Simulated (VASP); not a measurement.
Input of a VASP 6.6.1 run:

File INCAR:

```
SYSTEM = Ta2C
  PREC = Accurate
  ENCUT = 600
  EDIFF = 1E-6
  ISMEAR = 1
  SIGMA = 0.1
  LREAL = .False.
  LASPH = .True.
  NELM = 80
  ALGO = Normal
  ISIF = 3
  LWAVE = .False.
  LCHARG = .False.
  GGA = CA
  IBRION = 2
  NSW = 90
  EDIFFG = -0.01
```

The input KPOINTS:

```
regular mesh
0
Gamma
  15 15 8
  0 0 0
```

The input POSCAR:

```
Ta2C
1.0
    3.1059000000      0.0000000000      0.0000000000
   -1.5529500000      2.6897883016      0.0000000000
    0.0000000000      0.0000000000      4.9464000000
Ta C
2 1
Direct
    0.3333333333      0.6666666667      0.2520100000
    0.6666666667      0.3333333333      0.7479900000
    0.0000000000      0.0000000000      0.0000000000
```

Potentials or basis: VASP PAW LDA potentials, release 64 (Ta_pv, C).

Run with:

```bash
$ cat potpaw_LDA.64/Ta_pv/POTCAR potpaw_LDA.64/C/POTCAR > POTCAR
$ mpirun -np 1 vasp_std > vasp.out
```

**Question.** Estimate the relaxed cell.

**Answer.** a = 3.080 Å, b = 3.080 Å, c = 4.898 Å, α = 90.00°, β = 90.00°, γ = 120.00°.

**Question.** Predict the space group after relaxing (to 0.05 Å).

**Answer.** P-3m1 (No. 164).

**Question.** What does it give for the relaxed volume?

**Answer.** 13.42 Å³/atom.

**Question.** Predict the band gap on the k mesh.

**Answer.** None (metal or under the smearing width).

Stress tensor (GPa, compression positive):
```
0.08 0.00 0.00
0.00 0.08 0.00
0.00 0.00 0.00
```

Spin-orbit coupling is left out, which matters for the levels of Ta. LDA usually gives volumes a few per cent too small.
